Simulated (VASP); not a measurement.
# KCl (Fm-3m) in VASP: notebook, part 2 of 3

VASP 6.6.1. The steps go on from the part before.

## 5. Relaxation of cell and atoms, PBE

This run uses another cell than the first one, of 31.15 Å³/atom.

Contents of INCAR:

```
  PREC = Accurate
  ENCUT = 500
  EDIFF = 1E-7
  ISMEAR = -1
  SIGMA = 0.1
  LREAL = False
  LASPH = True
  NELM = 120
  ALGO = Normal
  ISIF = 3
  LWAVE = False
  LCHARG = False
  GGA = PE
  IBRION = 2
  NSW = 60
  EDIFFG = -0.01
  GGA_COMPAT = False
  NELMIN = 4
```

Contents of KPOINTS:

```
Automatic mesh
0
Gamma
  6 6 6
```

Contents of POSCAR:

```
KCl
1.0
    4.4497810000      0.0000000000      0.0000000000
    2.2248905000      3.8536233873      0.0000000000
    2.2248905000      1.2845411291      3.6332309724
K Cl
1 1
Direct
    0.0000000000      0.0000000000      0.0000000000
    0.5000000000      0.5000000000      0.5000000000
```

Potentials or basis: VASP PAW PBE potentials, release 64 (K_sv, Cl).

Command:

```bash
$ cat potpaw_PBE.64/K_sv/POTCAR potpaw_PBE.64/Cl/POTCAR > POTCAR
$ mpirun -np 1 vasp_std > vasp.out
```

OUTCAR:

```text
PREC = Accurate
   ENCUT = 500
   EDIFF = 1E-7
   ISMEAR = -1
   LREAL = False
   LASPH = True
   NELM = 120
   ISIF = 3
   GGA = PE
   IBRION = 2
   NSW = 60
   EDIFFG = -0.01
   NELMIN = 4

 ion  position               nearest neighbor table
   1  0.000  0.000  0.000-   2 3.15   2 3.15   2 3.15   2 3.15   2 3.15   2 3.15
   2  0.500  0.500  0.500-   1 3.15   1 3.15   1 3.15   1 3.15   1 3.15   1 3.15

  LATTYP: Found a face centered cubic cell.
 ALAT       =     6.2929406398

  Lattice vectors:

 A1 = (   4.4497810000,   0.0000000000,   0.0000000000)
 A2 = (   2.2248905000,   3.8536233873,   0.0000000000)
 A3 = (   2.2248905000,   1.2845411291,   3.6332309724)

Analysis of symmetry for initial positions (statically):
=====================================================================
 Subroutine PRICEL returns:
 Original cell was already a primitive cell.

 Routine SETGRP: Setting up the symmetry group for a
 face centered cubic supercell.

 Subroutine GETGRP returns: Found 48 space group operations
 (whereof 48 operations were pure point group operations)
 out of a pool of 48 trial point group operations.

The static configuration has the point symmetry O_h .

Analysis of symmetry for dynamics (positions and initial velocities):
=====================================================================
 Subroutine PRICEL returns:
 Original cell was already a primitive cell.

 Routine SETGRP: Setting up the symmetry group for a
 face centered cubic supercell.

 Subroutine GETGRP returns: Found 48 space group operations
 (whereof 48 operations were pure point group operations)
 out of a pool of 48 trial point group operations.

The dynamic configuration has the point symmetry O_h .

 Subroutine INISYM returns: Found 48 space group operations
 (whereof 48 operations are pure point group operations),
 and found     1 'primitive' translations

----------------------------------------------------------------------------------------

                                     Primitive cell

  volume of cell :      62.3018

  direct lattice vectors                    reciprocal lattice vectors
     4.449781000  0.000000000  0.000000000     0.224730161 -0.129748019 -0.091745704
     2.224890500  3.853623387  0.000000000     0.000000000  0.259496038 -0.091745704
     2.224890500  1.284541129  3.633230972     0.000000000  0.000000000  0.275237112

  length of vectors
     4.449781000  4.449781000  4.449781000     0.275237112  0.275237112  0.275237112

  position of ions in fractional coordinates (direct lattice)
     0.000000000  0.000000000  0.000000000
     0.500000000  0.500000000  0.500000000

  ion indices of the primitive-cell ions
   primitive index   ion index
                 1           1
                 2           2

----------------------------------------------------------------------------------------

 KPOINTS: Automatic mesh

Automatic generation of k-mesh.
 Grid dimensions read from file:
 generate k-points for:    6    6    6

 Generating k-lattice:

  Cartesian coordinates                     Fractional coordinates (reciprocal lattice)
     0.037455027 -0.021624670 -0.015290951     0.166666667  0.000000000 -0.000000000
     0.000000000  0.043249340 -0.015290951     0.000000000  0.166666667  0.000000000
     0.000000000  0.000000000  0.045872852     0.000000000  0.000000000  0.166666667

  Length of vectors
     0.045872852  0.045872852  0.045872852

  Shift w.r.t. Gamma in fractional coordinates (k-lattice)
     0.000000000  0.000000000  0.000000000

 Subroutine IBZKPT returns following result:
 ===========================================

 Found     16 irreducible k-points:

 Following reciprocal coordinates:
            Coordinates               Weight
  0.000000  0.000000  0.000000      1.000000
  0.166667  0.000000 -0.000000      8.000000
  0.333333 -0.000000 -0.000000      8.000000
  0.500000  0.000000  0.000000      4.000000
  0.166667  0.166667 -0.000000      6.000000
  0.333333  0.166667 -0.000000     24.000000
[... 8 lines left out ...]
 -0.333333  0.333333  0.166667     24.000000
 -0.333333  0.500000  0.166667     12.000000
   k-points           NKPTS =     16   k-points in BZ     NKDIM =     16   number of bands    NBANDS=     12
   number of dos      NEDOS =    301   number of ions     NIONS =      2
   total plane-waves  NPLWV =  32768
   dimension x,y,z NGX =    32 NGY =   32 NGZ =   32
   dimension x,y,z NGXF=    64 NGYF=   64 NGZF=   64
   ions per type =               1   1
   NGX,Y,Z   is equivalent  to a cutoff of  11.96, 11.96, 11.96 a.u.
   NGXF,Y,Z  is equivalent  to a cutoff of  23.91, 23.91, 23.91 a.u.
 SYSTEM =  unknown system
   PREC   = accura    normal or accurate (medium, high low for compatibility)
   ISTART =      0    job   : 0-new  1-cont  2-samecut
   ICHARG =      2    charge: 1-file 2-atom 10-const
   ISPIN  =      1    spin polarized calculation?
   LNONCOLLINEAR =      F non collinear calculations
   LSORBIT =      F    spin-orbit coupling
   LASPH  =      T    aspherical Exc in radial PAW
   ENCUT  =  500.0 eV  36.75 Ry    6.06 a.u.   8.11  8.11  8.11*2*pi/ulx,y,z
   NELM   =    120;   NELMIN=  4; NELMDL= -5     # of ELM steps
   EDIFF  = 0.1E-06   stopping-criterion for ELM
   LREAL  =      F    real-space projection
   EDIFFG = -.1E-01   stopping-criterion for IOM
   NSW    =     60    number of steps for IOM
   IBRION =      2    ionic relax: 0-MD 1-quasi-New 2-CG
   NFREE  =      1    steps in history (QN), initial steepest desc. (CG)
   ISIF   =      3    stress and relaxation
   ISYM   =      2    0-nonsym 1-usesym 2-fastsym
   POTIM  = 0.5000    time-step for ionic-motion
   TEBEG  =    0.0;   TEEND  =   0.0 temperature during run
   PSTRESS=    0.0 pullay stress
   NELECT =      16.0000    total number of electrons
   NUPDOWN=      -1.0000    fix difference up-down
   EMIN   =  10.00;   EMAX   =-10.00  energy-range for DOS
   EFERMI =   0.00;   METHOD = LEGACY
   ISMEAR =    -1;   SIGMA  =   0.10  broadening in eV -4-tet -1-fermi 0-gaus
   EFERMI_NEDOS =   21; number of points for ismear=-14 and -15
   IALGO  =     38    algorithm
   IMIX   =      4    mixing-type and parameters
     AMIX     =   0.40;   BMIX     =  1.00
     AMIX_MAG =   1.60;   BMIX_MAG =  1.00
  volume/ion in A,a.u.               =      31.15       210.22
  Fermi-wavevector in a.u.,A,eV,Ry     =   1.040594  1.966437 14.732868  1.082835
  Thomas-Fermi vector in A             =   2.175176
   LORBIT       =      0    0 simple, 1 ext, 2 COOP (PROOUT), +10 PAW based schemes
   GGA     = PE    functional components
   LHFCALC =     F    Hartree Fock is set to
   AEXX    =    0.0000 exact exchange contribution
   IVDW    =     0    specifies the selected vdW correction
   LEPSILON=     F    determine dielectric tensor
   LRPA    =     F    only Hartree local field effects (RPA)
 conjugate gradient relaxation of ions
 non-spin polarized calculation
  energy-cutoff  :      500.00
  volume of cell :       62.30
 maximum number of plane-waves:      1596
   NGX = 17   NGY = 17   NGZ = 17

--------------------------------------- Ionic step        1  -------------------------------------------

 number of electron      16.0000001 magnetization

 Free energy of the ion-electron system (eV)
  ---------------------------------------------------
  ext. energy  EPLUGINS =         0.00000000
  ---------------------------------------------------
  free energy    TOTEN  =        -6.80369297 eV

  energy without entropy =       -6.80369297  energy(sigma->0) =       -6.80369297

------------------------ aborting loop because EDIFF is reached ----------------------------------------

  FORCE on cell =-STRESS in cart. coord.  units (eV):
  Direction    XX          YY          ZZ          XY          YZ          ZX
  --------------------------------------------------------------------------------------
  -------------------------------------------------------------------------------------
  Total        0.2997889      0.2997889      0.2997889     -0.0000000     -0.0000000      0.0000000
  in kB        7.7094827      7.7094827      7.7094827     -0.0000000     -0.0000000      0.0000000
  external PRESSURE =       7.7094827 kB  Pullay stress =       0.0000000 kB
[... 57 lines left out ...]
  energy  without entropy=       -6.8084296754  energy(sigma->0) =       -6.80842968

--------------------------------------- Ionic step        3  -------------------------------------------

 number of electron      16.0000001 magnetization

 Free energy of the ion-electron system (eV)
  ---------------------------------------------------
  ext. energy  EPLUGINS =         0.00000000
  ---------------------------------------------------
  free energy    TOTEN  =        -6.80983212 eV

  energy without entropy =       -6.80983212  energy(sigma->0) =       -6.80983212

 E-fermi :   0.3414     XC(G=0):  -7.3605

 val. band max:       -2.0115553623   @ k =   0.0000   0.0000   0.0000
 cond. band min:       3.0259577459   @ k =   0.0000   0.0000   0.0000
 fundamental gap:      5.0375131082
 Fermi energy:         0.3413992445

 k-point     1 :       0.0000    0.0000    0.0000
  band No.  band energies     occupation
      1     -29.3199      2.00000
      2     -14.0820      2.00000
      3     -12.7794      2.00000
      4     -12.7794      2.00000
      5     -12.7794      2.00000
      6      -2.0116      2.00000
      7      -2.0116      2.00000
      8      -2.0116      2.00000
      9       3.0260      0.00000
     10       6.3403      0.00000
     11       6.3403      0.00000
     12       6.3403      0.00000
[... 252 lines left out ...]
  FREE ENERGIE OF THE ION-ELECTRON SYSTEM (eV)
  ---------------------------------------------------
  free  energy   TOTEN  =        -6.8098321181 eV

  energy  without entropy=       -6.8098321180  energy(sigma->0) =       -6.80983212

 reached required accuracy - stopping structural energy minimisation
```

OSZICAR:

```text
N       E                     dE             d eps       ncg     rms          rms(c)
DAV:   1     0.104790621156E+03    0.10479E+03   -0.71117E+03   384   0.117E+03
DAV:   2    -0.788185809799E+00   -0.10558E+03   -0.97916E+02   496   0.277E+02
DAV:   3    -0.686112374906E+01   -0.60729E+01   -0.60400E+01   484   0.611E+01
[... 31 lines left out ...]
DAV:   7    -0.680983095109E+01    0.35245E-05   -0.59906E-06   664   0.213E-02    0.582E-03
DAV:   8    -0.680983210307E+01   -0.11520E-05   -0.48138E-07   472   0.673E-03    0.551E-04
DAV:   9    -0.680983230475E+01   -0.20168E-06   -0.42266E-08   336   0.186E-03    0.892E-04
DAV:  10    -0.680983216074E+01    0.14400E-06   -0.11855E-08   284   0.124E-03    0.189E-04
DAV:  11    -0.680983211811E+01    0.42636E-07   -0.26951E-09   260   0.478E-04
   3 F= -.68098321E+01 E0= -.68098321E+01  d E =-.613915E-02
```

CONTCAR:

```text
KCl
   1.00000000000000
     4.5157632080521726    0.0000000000000000    0.0000000000000000
     2.2578816040260863    3.9107656556719808    0.0000000000000000
     2.2578816040260863    1.3035885518906603    3.6871052196776772
  K               Cl
     1     1
Direct
     0.0000000000000000    0.0000000000000000    0.0000000000000000
     0.5000000000000000    0.5000000000000000    0.5000000000000000

  0.00000000E+00  0.00000000E+00  0.00000000E+00
  0.00000000E+00  0.00000000E+00  0.00000000E+00
```

It took 24 s on 1 thread of Intel Xeon 8259CL, shared host; peak memory 0.18 GiB.

What came out:

```
Free energy                           : -6.8098 eV
Relaxed volume                        : 32.56 Å³/atom
Relaxed cell                          : a = 4.516 Å, b = 4.516 Å, c = 4.516 Å, α = 60.00°, β = 60.00°, γ = 60.00°
Space group after relaxing (to 0.1 Å) : Fm-3m (No. 225)
Energy gained by relaxing             : 3.1 meV/atom
Ionic steps                           : 3
Pressure after relaxing               : 0.0 GPa
Band gap on the k mesh                : 5.04 eV
```

Step by step:
```csv
step,energy change (eV),largest force (eV/Å),pressure (GPa),volume (Å³)
1,0.0000,0.0000,0.77,62.30
2,-0.0047,0.0000,0.35,63.66
3,-0.0061,0.0000,-0.04,65.11
```

Final structure:
```cif
data_structure
_symmetry_space_group_name_H-M 'P 1'
_symmetry_Int_Tables_number 1
_cell_length_a 4.5158
_cell_length_b 4.5158
_cell_length_c 4.5158
_cell_angle_alpha 60.000
_cell_angle_beta 60.000
_cell_angle_gamma 60.000
_cell_volume 65.11
loop_
_atom_site_label
_atom_site_type_symbol
_atom_site_fract_x
_atom_site_fract_y
_atom_site_fract_z
_atom_site_occupancy
K1 K 0.00000 0.00000 0.00000 1
Cl1 Cl 0.50000 0.50000 0.50000 1
```

Levels at points of the mesh, in eV from the valence-band top:
| k point | band 5 | band 6 | band 7 | band 8 | band 9 | band 10 | band 11 | band 12 |
| --- | --- | --- | --- | --- | --- | --- | --- | --- |
| (0.00, 0.00, 0.00) | -10.77 | 0.00 | 0.00 | 0.00 | 5.04 | 8.35 | 8.35 | 8.35 |
| (0.50, 0.00, 0.00) | -10.55 | -0.98 | -0.29 | -0.29 | 7.46 | 8.42 | 10.38 | 10.38 |
| (0.50, 0.50, 0.00) | -10.81 | -0.63 | -0.21 | -0.21 | 6.56 | 8.15 | 9.81 | 10.15 |

PBE usually gives volumes a little too large and moduli too small. Zero-point motion and thermal expansion aren't in these numbers.

(Part 2 of 3 ends here.)
